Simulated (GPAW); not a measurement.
# Core-hole calculation of the P K edge in zinc-blende (GaP)₁₋ₓ(InP)ₓ at x = 0.75, part 3 of 3

Aim: the P K edge in zinc-blende (GaP)₁₋ₓ(InP)ₓ at x = 0.75, one member of a composition series.

GPAW 26.7.0; X-ray absorption from dipole matrix elements to empty bands, plane-wave PAW LDA.

So far. Step 5 (Spectrum with XCH, P atom 6): Main maxima below 24 eV (height): 2.0 eV (1.71), 4.0 eV (2.15), 6.5 eV (1.55) and 13.3 eV (1.04). A K edge sees empty p states on the absorber. Step 5 (Spectrum with XCH, P atom 6): The total-energy difference is 2146.94 eV. One term is added: -15.84 eV, since the hole is spin-paired here and a spin-polarised one costs that much less in the free atom (computed apart). The photon energy is then 2131.10 eV.

## 7. Spectrum with XCH, Ga atom 13

The holes are 8.2 Å apart. The excited electron is kept in the cell, where it fills the lowest empty states and screens the hole. After the field has converged, empty bands are computed with the density fixed and the dipole matrix elements are summed.

The absorber has 2 P at 2.40 Å and 2 P at 2.44 Å (tetrahedral).

Contents of xas.py:

```python
import numpy as np
from ase import Atoms
from ase.parallel import parprint, paropen
from gpaw import GPAW, PW, FermiDirac, Mixer, MixerDif, setup_paths
from gpaw.test import gen
setup_paths.insert(0, '.')
gen('Ga', name='fch1s', xcname='LDA', corehole=(1, 0, 1), write_xml=True)
from gpaw.mpi import world
world.barrier()

atoms = Atoms('InPInPInPInPInPInPGaPGaP',
    cell=[[0, 5.7645, 5.7645],
     [5.7645, 0, 5.7645],
     [5.7645, 5.7645, 0]],
    scaled_positions=[[0.9995554, 0.0017529, 0.9997823],
     [0.124951, 0.1253411, 0.1261071],
     [0.0000257, 0.9986576, 0.5012259],
     [0.1246844, 0.125446, 0.6248046],
     [0.9985174, 0.5008932, 0.0010294],
     [0.1388725, 0.6223222, 0.1191852],
     [0.0003671, 0.5012174, 0.4985275],
     [0.1391762, 0.6195982, 0.6210516],
     [0.5004157, 0.0018394, 0.9995155],
     [0.6202652, 0.1404752, 0.1211689],
     [0.5000471, 0.999901, 0.5008708],
     [0.6204985, 0.1402564, 0.6199727],
     [0.4993244, 0.5007382, 0.0005155],
     [0.6147842, 0.6180131, 0.1341259],
     [0.4994606, 0.500687, 0.5003109],
     [0.6161453, 0.6163195, 0.6341214]],
    pbc=True)
atoms.calc = calc = GPAW(legacy_gpaw=True, mode=PW(400, force_complex_dtype=True), xc='LDA', setups={12: 'fch1s'},
    kpts={'size': (3, 3, 3), 'gamma': True}, occupations=FermiDirac(0.04),
    charge=-1, mixer=Mixer(0.1, 5, 50), maxiter=150,
    convergence={'density': 0.0001, 'eigenstates': 1e-6}, txt='scf.txt')
energy = atoms.get_potential_energy() + calc.get_reference_energy()
ef = calc.get_fermi_level()
out = dict(energy=energy, fermi=ef, forces=atoms.get_forces().tolist())
parprint(f'all-electron energy {energy:.4f} eV, Fermi level {ef:.4f} eV')
ev = np.array([[calc.get_eigenvalues(k, s) for k in range(len(calc.get_ibz_k_points()))] for s in range(calc.get_number_of_spins())])
out['homo'], out['lumo'], out['counts'] = ev[ev < ef].max(), ev[ev > ef].min(), sorted(set((ev < ef).sum((0, 2)).tolist()))
out['filled'] = (ev[:, 0] < ef).sum(1).tolist()

from ase.units import Ha
from gpaw.xas import dipole_matrix_elements
nb = int(calc.get_number_of_electrons() / 2) + 196
top, nb = nb, nb + 8 + nb // 12
nscf = calc.fixed_density(kpts={'size': (4, 4, 4), 'gamma': True}, nbands=nb,
    convergence={'bands': top, 'eigenstates': 5e-3}, maxiter=60, txt='nscf.txt')
cell = atoms.cell.array
ops = [cell.T @ U.T @ np.linalg.inv(cell.T) for U in nscf.wfs.kd.symmetry.op_scc]
filled = [62]  # bands filled in the ground state, by spin
E = np.arange(-6, 30, 0.1)
fwhm = np.interp(E, [4, 25], [1.82, 3.5])
Y, X, zero, highest = 0, 0, 1e9, 1e9
for spin in range(nscf.get_number_of_spins()):
    wfs = nscf.wfs
    mine = wfs.bd.get_slice()  # this rank's bands
    A = dipole_matrix_elements(wfs.setups[12])
    eps = np.zeros((wfs.kd.nibzkpts, nb))
    d = np.zeros((3, A.shape[1], wfs.kd.nibzkpts, nb), complex)
    for kpt in wfs.kpt_u:
        if kpt.s == spin and 12 in kpt.P_ani:
            eps[kpt.k, mine] = kpt.eps_n * Ha
            d[:, :, kpt.k, mine] = (kpt.weight * wfs.nspins / 2) ** 0.5 * np.inner(A, kpt.P_ani[12])
    world.sum(eps)
    world.sum(d)
    T = np.einsum('amkn,bmkn->abkn', d, d.conj()).real
    T = sum(np.einsum('ai,ijkn,bj->abkn', R, T, R) for R in ops) / len(ops)
    empty = np.ones_like(eps, bool) & (np.arange(nb) >= filled[spin])
    zero, highest = min(zero, eps[empty].min()), min(highest, eps[:, top - 1].min())
    lines = [(eps, T, empty)] if spin == 0 else lines + [(eps, T, empty)]
for eps, T, empty in lines:
    f = np.einsum('aakn->akn', T).reshape(3, -1)
    x = eps.ravel() - zero
    w = np.interp(x, E, fwhm) / 2.35482
    g = np.exp(-0.5 * ((E[:, None] - x) / w) ** 2) / (w * (2 * np.pi) ** 0.5)
    Y = Y + (f * empty.ravel()) @ g.T
    X = X + (f * ~empty.ravel()) @ g.T
out.update(E=E.round(2).tolist(), xas=Y.tolist(), xes=X.tolist(), zero=zero, valid=highest - zero, nk=len(eps), nb=nb)
for i in range(0, len(E), 10):
    parprint(f'{E[i]:7.2f}', *(f'{v:10.3e}' for v in Y[:, i]))
import json
with paropen('out.json', 'w') as f:
    json.dump(out, f)
```

Started as:

```
$ OMP_NUM_THREADS=1 mpirun -n 4 gpaw python xas.py
```

Numbers of over 12 decimals in the logs are rounded to 6 here.

What it wrote:

```text
Input parameters:
  charge: -1
  convergence: {density: 0.0001,
                eigenstates: 1e-06}
  kpts: {gamma: True,
         size: (3, 3, 3)}
  maxiter: 150
  mixer: {backend: pulay,
          beta: 0.1,
          method: separate,
          nmaxold: 5,
          weight: 50}
  mode: {ecut: 400.0,
         force_complex_dtype: True,
         name: pw}
  occupations: {fixmagmom: False,
[...]
*p    :     0.576803
*d    :     0.000000
--------------------------------

Diagonalizing with gridspacing h=0.050

state   all-electron     PAW
-------------------------------
4s:      -0.729245    -0.729478
4p:      -0.423197    -0.423398
*d:                   -0.111370
*f:                   -0.021469
-------------------------------
all-electron energy -1128500.2303 eV, Fermi level 5.9365 eV
[...]
28.00  1.181e-07  1.180e-07  1.189e-07
  29.00  1.015e-07  1.016e-07  9.987e-08
[key lines of the parts left out:]
Converged after 15 iterations.
Dipole moment: (-21.937508, -21.140356, -19.725526) |e|*Ang
Free energy:    -87.097613
Fermi level: 5.93646
```

Wall time 8.1 min (4 MPI ranks of Arm Neoverse V2, shared host); peak memory 0.85 GiB; 32 min of CPU time.

The Ga K spectrum, Ga atom 13, excited-electron core hole (neutral cell) (energy from the bottom of the conduction band, which holds the excited electron; intensity scaled to a mean of 1 over the first 20 eV):

```
E (eV)  isotropic  ε ∥ x  ε ∥ z
  -2.0       0.00   0.00   0.00
  -1.0       0.01   0.01   0.01
   0.0       0.10   0.09   0.13
   1.0       0.48   0.44   0.56
   2.0       1.03   0.99   1.10
   3.0       1.43   1.43   1.45
   4.0       1.86   1.87   1.83
   5.0       1.53   1.55   1.48
   6.0       1.04   1.05   1.01
   7.0       0.98   0.99   0.96
   8.0       0.99   1.00   0.98
   9.0       1.01   1.02   0.99
  10.0       1.11   1.11   1.09
  11.0       1.11   1.11   1.13
  12.0       1.04   1.03   1.06
  13.0       0.99   0.99   1.00
  14.0       0.94   0.95   0.94
  15.0       0.89   0.90   0.88
  16.0       0.85   0.86   0.84
  17.0       0.77   0.77   0.76
  18.0       0.69   0.70   0.68
  19.0       0.69   0.70   0.68
  20.0       0.76   0.76   0.75
  21.0       0.81   0.81   0.82
  22.0       0.85   0.85   0.86
  23.0       0.91   0.91   0.91
  24.0       0.99   0.99   0.99
  25.0       1.03   1.03   1.04
  26.0       1.00   0.99   1.01
  27.0       0.89   0.88   0.90
  28.0       0.74   0.74   0.75
```

Main maxima below 28 eV (height): 4.2 eV (1.87), 10.6 eV (1.13) and 25.0 eV (1.03). 

The energy difference (zero at 10381 eV) isn't read as a photon energy: for so heavy an absorber the terms left out (the hole's spin, the functional's error) amount to tens of eV or more.

## 8. Results

* absorber and edge: P K, atom 6 of the ground-state input (counted from 1)
* surroundings: 1 Ga at 2.40 Å and 3 In at 2.53 Å (distorted tetrahedral)
* highest intensity below 16 eV: 4.0 eV above the zero, height 2.15
* photon energy of the zero, with the added terms: 2131.1 eV (raw 2146.9 eV; LDA puts this hole about 8 eV below PBE, itself good to a few eV)

In words: The P K edge of atom 6, with 1 Ga at 2.40 Å and 3 In at 2.53 Å (distorted tetrahedral), has its highest intensity of the first 16 eV at 4.0 eV above the zero, near 2135 eV in photon energy (LDA puts this hole about 8 eV below PBE, itself good to a few eV), 2.1 times the mean level of the first 20 eV (Gaussian full width 0.9 eV up to 4 eV, rising linearly to 3.5 eV at 25 eV). The mesh is coarse (0.24 Å⁻¹ between points), so small maxima may be mesh ripples.

[Banner, clock and machine lines of the logs are left out without a mark of their own.]

[Logs are printed without paths, hosts, clocks, repeated set-up lines and the standing remarks that a program may print on its own settings, such as how far it seeks lower states.]

[Hosts, paths, dates, database ids (printed as entryN), source tags and the programs' standing remarks are cut or masked in the printed files.]

[Lists of maxima count a maximum above −3 eV only where it reaches 4 % of the highest in the window and stands out from its surroundings by 2 % of it (1.5 % where it reaches 55 %); shoulders and weaker maxima are passed over, and of the rest the first, up to two pre-edge ones and the few strongest are named.]
